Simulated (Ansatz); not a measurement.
**WS2 under changes of volume**

One of the cells (17.744 Å³/atom); the others are scaled copies at fixed shape and fractional positions:

```
CELL_PARAMETERS angstrom
1.57900 0.91164 6.16333
-1.57900 0.91164 6.16333
0.00000 -1.82327 6.16333
ATOMIC_POSITIONS crystal
W 0.00000 0.00000 0.00000
S 0.58100 0.58100 0.58100
S 0.75030 0.75030 0.75030
```

Measurements of this composition are mostly on another form, of space group No. 194.

| Property | Result |
| --- | --- |
| Program | Ansatz 0.2.0 |
| Functional | PBEsol |
| Potentials or basis | all-electron LAPW, scalar-relativistic |
| Cutoff | 289 eV (chosen from the basis error) |
| Basis error allowed | 0.001 eV/atom |
| k mesh | 10 × 10 × 10 |
| Occupations | fermi-dirac, width 0.05 eV |
| Spin | no spin polarisation |

| volume (Å³/atom) | energy over the lowest point (meV/atom) | pressure (GPa) | gap on the mesh (eV) | largest force (eV/Å) |
| --- | --- | --- | --- | --- |
| 16.679 | 33.16 | 11.2 | 0.94 | 1.471 |
| 17.034 | ? | ? | ? | ? |
| 17.389 | 2.52 | 2.9 | 1.00 | 0.628 |
| 17.744 | 0.00 | -0.6 | 1.02 | 0.599 |
| 18.099 | 4.87 | -3.7 | 1.04 | 0.694 |
| 18.454 | 16.36 | -6.6 | 1.06 | 0.996 |
| 18.809 | 33.81 | -9.1 | 1.07 | 1.276 |

**Question.** What does the run at 17.034 Å³/atom give?

**Answer.** Energy over the lowest point 13.26 meV/atom; pressure 6.8 GPa; gap on the mesh 0.97 eV; largest force 1.026 eV/Å.

Worked out: A Birch-Murnaghan fit of order 3 (a polynomial in V^(-2/3)) to the other rows has its minimum at 17.68 Å³/atom with B0 = V·E''(V) = 169 GPa and B' = 4.4 at fixed shape and positions, which overstates the stiffness. It gives 13.26 meV/atom at 17.034 Å³/atom, against the run's 13.26, and -dE/dV = 6.8 GPa, against 6.8. A parabola through the other rows of the gap, of slope 1.39 eV per unit of ln V there, gives 0.97 eV, against the run's 0.97.

Energies are extrapolated to zero smearing.

Caveats: spin-orbit coupling is left out, which moves the levels of the heavy elements; forces of over 1 eV/Å show positions far from the minimum, so gaps and moduli don't describe the material at rest (some runs).

A mesh can miss the band edges.

The runs don't all hold the same shells in valence.
